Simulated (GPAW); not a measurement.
Runs of GPAW 26.7.0 on SnO. The structure is orthorhombic, space group Pmn2_1 (No. 31). Conventional cell: a = 3.355 Å, b = 5.674 Å, c = 4.222 Å, α = 90.00°, β = 90.00°, γ = 90.00°. Sn (site symmetry m) has 3 O at 2.15 to 2.16 Å as nearest neighbours. O (site symmetry m) has 3 Sn at 2.15 to 2.16 Å as nearest neighbours. The cell comes from a database or a generator and needn't be the stable form of this composition.

```csv
task,level,potentials or basis,k mesh,cutoff (eV),smearing,band path,band points,response ecut,response k mesh,response bands,gap on the mesh (eV),pressure (GPa),largest force (eV/Å)
band structure,LDA,"the program's PAW data sets (release 1.2.1) made for this functional, pw",5 × 3 × 4,800,fermi-dirac 0.05 eV,"GXSYGZURTZ,YT,UX,SR",80,-,-,-,(c),-6.1,0.83
dielectric tensor,LDA,"the program's PAW data sets (release 1.2.1) made for this functional, pw",6 × 4 × 5,600,fermi-dirac 0.001 eV,-,-,80 eV,9 × 5 × 7,60,1.61,-,-
band structure,PBEsol,"PAW data sets generated in the run's folder for this functional, pw",5 × 3 × 4,800,fermi-dirac 0.05 eV,"GXSYGZURTZ,YT,UX,SR",80,-,-,-,1.54,-3.6,0.49
band structure,r2SCAN,"GPAW PAW data sets (gpaw-data 1.2.1), pw",5 × 3 × 4,800,fermi-dirac 0.05 eV,"GXSYGZURTZ,YT,UX,SR",80,-,-,-,1.91,-3.3,(b)
single point,PBEsol,"PAW data sets generated in the run's folder for this functional, pw",8 × 5 × 6,800,fermi-dirac 0.05 eV,-,-,-,-,-,(a),-3.6,0.49
```

Alike in all rows: no spin polarisation; cell as given.

Q: Estimate the missing entries.

A: (a) 1.42; (b) 0.65; (c) 1.57.

Caveats: spin-orbit coupling is left out, which moves the levels of the heavy elements; the mesh misses the band edges, which the band path finds closer together (some runs); an odd mesh through Γ misses points on the zone boundary, where band edges often lie (some runs); the long-wavelength limit can be off by a per cent or two (some runs); the PAW data sets were made with another functional, which shifts forces and pressure a little (some runs).

A k mesh can miss the band edges, and the runs leave out spin-orbit coupling on Sn.

Not every run made on this cell is shown here.
